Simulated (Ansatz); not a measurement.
Computed with DFT PBE, scalar-relativistic, plane waves, PAW (Ansatz 0.2.0). Settings: cutoff 420 eV, Γ-centred meshes spaced at most about 0.3 Å⁻¹, and about 0.25 Å⁻¹ or finer for metals (2π included), Gaussian smearing. No spin polarisation.

All energies are static (0 K, no zero-point motion).

Question: Order these relaxed structures of Be₂Se by energy, lowest first, with the energy over the lowest of them.
A.

```
Be Se
1.0
     3.40922    0.00000    0.00000
    -1.70461    2.95247    0.00000
     0.00000    0.00000    4.56641
Be Se
2 1
Direct
  0.33333 0.66667 0.68130
  0.66667 0.33333 0.39176
  0.33333 0.66667 0.17694
```

B.

```
Be Se
1.0
     3.24544    0.00000    0.00000
     0.00000    3.24544    0.00000
     0.00000    0.00000    7.40017
Be Se
4 2
Direct
  0.00000 0.00000 0.85213
  0.00000 0.00000 0.14787
  0.00000 0.00000 0.50000
  0.50000 0.50000 0.00000
  0.50000 0.50000 0.29425
  0.50000 0.50000 0.70575
```

C.

```
Be Se
1.0
     0.00000    2.77937    2.77937
     2.77937    0.00000    2.77937
     2.77937    2.77937    0.00000
Be Se
2 1
Direct
  0.75000 0.75000 0.75000
  0.50000 0.50000 0.50000
  0.00000 0.00000 0.00000
```

D.

```
Be Se
1.0
     4.24716    0.00000    0.00000
    -2.12358    3.67815    0.00000
     0.00000    0.00000    2.58127
Be Se
2 1
Direct
  0.33333 0.66667 0.50000
  0.66667 0.33333 0.50000
  0.00000 0.00000 0.50000
```

Answer: A (0 meV/atom), B (251 meV/atom), C (390 meV/atom), D (558 meV/atom). Forms: A P3m1; B P4/mmm; C F-43m; D P6/mmm. Counting Se atoms around Be (those within 1.25 times the shortest such distance or 1.15 times the sum of covalent radii; the shortest distance is added where it exceeds 1.18 times the sum of covalent radii; a slash parts the counts of unlike sites): A has Be 2/3; B has Be 2/4/8 from 2.8 Å; C has Be 4/6 from 2.8 Å; D has Be 3. D holds Se–Se chains (shortest 2.58 Å) (bonds between like non-metal atoms; other contacts aren't counted). Origin: A, invented, then shaken at random and relaxed again; B, C and D, invented. Shaken at random and relaxed again, C falls into A, 0.39 eV/atom lower, so it is a saddle point or a shallow minimum. The lowest form computed isn't among them: it has space group C2/m (No. 12), 15.0 Å³/atom and lies 253 meV/atom below the best shown. Even the lowest of the cells shown lies +0.14 eV/atom against the elements.

Cells without such a test can be saddle points. Some types were kept out of the candidates beforehand, so the set may lack a known form.
